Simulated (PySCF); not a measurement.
# Isomerisation enthalpies of C4H9N

**The experiment to reproduce.**

From CRC Handbook of Chemistry and Physics, for the gas at 298.15 K: enthalpy of formation of `C1CCNC1` (pyrrolidine) -3.6 kJ/mol; enthalpy of formation of `NC1CCC1` (cyclobutylamine) 41.2 kJ/mol.

How close the calculation comes is told at the end.

Differences of these values give the isomerisation enthalpies. Geometries: PBE0-D3(BJ)/def2-SVP; runs in PySCF, gas phase, with a dispersion term only where the level names one. Total electronic energies (Eh):

```
 SMILES  PBE0-D3(BJ)/def2-SVP
C1CCNC1            -212.18472
NC1CCC1            -212.16579
```

Geometry of `C1CCNC1` (Å):
```
atom  x, y, z in Å
C1    -0.1969   -1.1577    0.1201
C2     1.1405   -0.3876    0.0673
C3     0.7131    1.0955    0.0099
N4    -0.6461    1.1251   -0.5053
C5    -1.2673   -0.0450    0.0930
H6    -0.3021   -1.8183   -0.7547
H7    -0.2853   -1.7968    1.0116
H8     1.7139   -0.6612   -0.8321
H9     1.7879   -0.5992    0.9317
H10    0.7087    1.5233    1.0280
H11    1.3808    1.7249   -0.5969
H12   -0.6186    1.0034   -1.5170
H13   -2.1840   -0.3263   -0.4460
H14   -1.5684    0.2097    1.1246
```

Geometry of `NC1CCC1` (Å):
```
atom  x, y, z in Å
N1     1.8581    0.3233   -0.5937
C2     0.6336    0.3729    0.1524
C3    -0.6455    0.7768   -0.6019
C4    -1.4386   -0.1688    0.3194
C5    -0.1197   -0.8949    0.6397
H6     1.7976   -0.3748   -1.3332
H7     2.6404    0.0563    0.0000
H8     0.7798    1.0547    1.0081
H9    -0.9143    1.8432   -0.6388
H10   -0.6127    0.3914   -1.6348
H11   -2.2548   -0.7558   -0.1264
H12   -1.8352    0.3599    1.1999
H13    0.0542   -1.2530    1.6668
H14    0.0570   -1.7312   -0.0576
```

Zero-point and thermal terms are left out, so the computed numbers are electronic energies.

**Comparison with experiment**

Relative to `C1CCNC1`, the lowest by measurement, in kJ/mol (measured: enthalpies at 298.15 K; computed: electronic energies):

| SMILES | measured | PBE0-D3(BJ)/def2-SVP |
| --- | --- | --- |
| C1CCNC1 | 0.0 | 0.0 |
| NC1CCC1 | 44.8 | 49.7 |

Measured values: -3.6 kJ/mol (298.15 K; CRC Handbook of Chemistry and Physics) for the first row; the others come from the same table. Unsigned miss: PBE0-D3(BJ)/def2-SVP 4.9 kJ/mol. One conformer stands for `C1CCNC1` and `NC1CCC1`, not necessarily the lowest, while the measurement averages over conformers. Where a level misses, the cause wasn't examined.
